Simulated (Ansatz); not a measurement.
Crystal: InSe.

```
CELL_PARAMETERS angstrom
1.94353 1.14062 8.40335
-1.98845 1.12644 8.41593
-0.03474 -2.40084 8.42794
ATOMIC_POSITIONS crystal
In 0.88860 0.88860 0.88860
In 0.00000 0.00000 0.00000
Se 0.17190 0.17190 0.17190
Se 0.38350 0.38350 0.38350
```

The cell isn't the ideal one: cell strained at random at fixed volume.

```yaml
Program: Ansatz 0.2.0
Task: relaxation of the atoms
Functional: PBE
Dispersion: D4
Potentials_or_basis: all-electron LAPW, scalar-relativistic
Basis_error_allowed: 0.002 eV/atom
k_mesh: 6 × 6 × 6
Occupations: cold, width 0.05 eV
Spin: collinear spin, ferromagnetic start
Starting_moments: "[0.5, 0.5, 0.0, 0.0] μB"
```

At the start: volume 29.24 Å³/atom.

Question: Where does the relaxation end?

Answer: Over 4 steps the energy falls by 4.6 meV/atom; space group P1 (No. 1, to 0.05 Å); moment 0.00 μB per cell.

Step by step:
| step | energy change (eV) | largest force (eV/Å) |
| --- | --- | --- |
| 1 | 0.0000 | 0.4221 |
| 2 | -0.0179 | 0.0606 |
| 3 | -0.0184 | 0.0040 |
| 4 | -0.0184 | 0.0040 |

Final structure:
```yaml
crystal:
  lattice:
    - [1.94353, 1.14062, 8.40335]
    - [-1.98845, 1.12644, 8.41593]
    - [-0.03474, -2.40084, 8.42794]
  atoms:
    - { symbol: In, position: [0.88938, 0.89311, 0.88436] }
    - { symbol: In, position: [0.00211, 0.00181, 0.99515] }
    - { symbol: Se, position: [0.16468, 0.16889, 0.17848] }
    - { symbol: Se, position: [0.38784, 0.38019, 0.38600] }
```

Caveat: the starting moments weren't kept.
